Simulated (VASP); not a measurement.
A run of VASP 6.6.1:

INCAR

```
SYSTEM = Si
  PREC = Accurate
  ENCUT = 600
  EDIFF = 1E-7
  ISMEAR = 1
  SIGMA = 0.1
  LREAL = .False.
  LASPH = .True.
  NELM = 80
  ALGO = Normal
  ISIF = 3
  LWAVE = .False.
  LCHARG = .False.
  GGA = CA
  IBRION = 2
  NSW = 90
  EDIFFG = -0.005
```

File KPOINTS:

```
Automatic mesh
0
Gamma
  18 18 15
  0 0 0
```

The input POSCAR:

```
Si                                      
1.0
    2.6099062501      0.0000000000     -0.0000000000
   -1.3049531251      2.2602451140      0.0000000000
    0.0000000000     -0.0000000000      2.4691745382
  Si            
     1
Direct
     1.0000000000000000    0.0000000000000000    0.0000000000000000
```

Potentials or basis: VASP PAW LDA potentials, release 64 (Si).

Command:

```console
$ cat potpaw_LDA.64/Si/POTCAR > POTCAR
$ mpirun -np 1 vasp_std > vasp.out
```

Hardware: 1 thread of Intel(R) Xeon(R) 6975P-C (Granite Rapids) (shared host).

Estimate the wall time of this run.

Run time: 8.9 s on 1 thread of Intel(R) Xeon(R) 6975P-C (Granite Rapids) (shared host), peak memory 0.14 GiB. Counts: scf iterations 15, k points 296, ion steps 2.
